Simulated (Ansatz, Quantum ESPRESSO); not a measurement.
## TiB2: the pressure in 2 programs

The cell as given:

The structure is hexagonal, space group P6/mmm (No. 191). Conventional cell: a = 3.029 Å, b = 3.029 Å, c = 3.228 Å, α = 90.00°, β = 90.00°, γ = 120.00°. Ti (site symmetry 6/mmm) has 12 B at 2.38 Å as nearest neighbours. B (site symmetry -6m2) is surrounded by 3 B at 1.75 Å.

Kept alike: task relaxation of cell and atoms; functional PBEsol; k mesh 10 × 10 × 8; occupations fermi-dirac, width 0.05 eV; no spin polarisation. The mesh is that of the run's cell of 3 atoms. No spin-orbit coupling.

- A: Ansatz, Ansatz PAW, made for PBE, cutoff 420 eV
- B: Quantum ESPRESSO, GBRV 1.5 PBEsol, cutoff 707 eV

```csv
pressure (GPa),A: volume (Å³/atom),B: volume (Å³/atom)
0,8.377,8.379
2,8.315,8.316
5,8.224,8.226
10,8.084,?
20,7.835,7.837
30,7.618,7.619
```

Values on potentials made for another functional: all of A. Values hold for each row's relaxed cell, which stops near the pressure aimed at. Ansatz's stress holds its Pulay term. The runs follow the start's structure, whether or not it is the stable one at these pressures. For a metal such a mesh leaves the last digits unconverged.

**Question.** Estimate the value left open.

**Answer.** In the median of the other rows B lies +0.002 Å³/atom from the other column, which points to 8.086; the run gave 8.086 Å³/atom, +0.000 from it.
